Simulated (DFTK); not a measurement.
**C in DFTK: convergence with smearing width**

C:

```
C
1.0
     0.00000    1.82971    1.82971
     1.82971    0.00000    1.82971
     1.82971    1.82971    0.00000
C
2
Cartesian
  2.7446 2.7446 2.7446
  1.8297 1.8297 1.8297
```

This isn't the form of C at room conditions, which is graphite.

The cell isn't the ideal one: cell stretched.

```yaml
Program: DFTK 0.8.2
Task: convergence study
Functional: PBE
Potentials_or_basis: SG15 1.2 (PBE)
Cutoff: 952 eV
k_mesh: 7 × 7 × 7
Occupations: fermi-dirac, width 0.5 eV
Spin: collinear spin, random start
Starting_moments: "[-0.23, -0.27] μB"
```

These are the settings of the first run; the series varies smearing width, with any setting tied to it.

Hardware: 1 thread of Intel(R) Xeon(R) Platinum 8488C (Sapphire Rapids), with other jobs on the host.

```tsv
smearing width	energy less the tightest run, at zero smearing (meV/atom)	SCF cycles
0.5 eV	1.60	9
0.3 eV	0.05	9
0.2 eV	0.00	9
0.1 eV	0.00	9
0.05 eV	0.00	9
0.025 eV	0.00	9
0.01 eV	0.00	9
```

Against the tightest run, the energy stays within 1 meV/atom from 0.3 eV on. The tightest run that finished is the yardstick and may itself not be fully converged.

Caveat, for the tightest run too: the k mesh is coarse (spacing up to 0.42 Å⁻¹), so the values aren't converged; the cutoff is short for these potentials, so energies and forces aren't converged, fitted volumes are rough and the log's stress (off by 3 to 10 GPa or more in trials) isn't used.
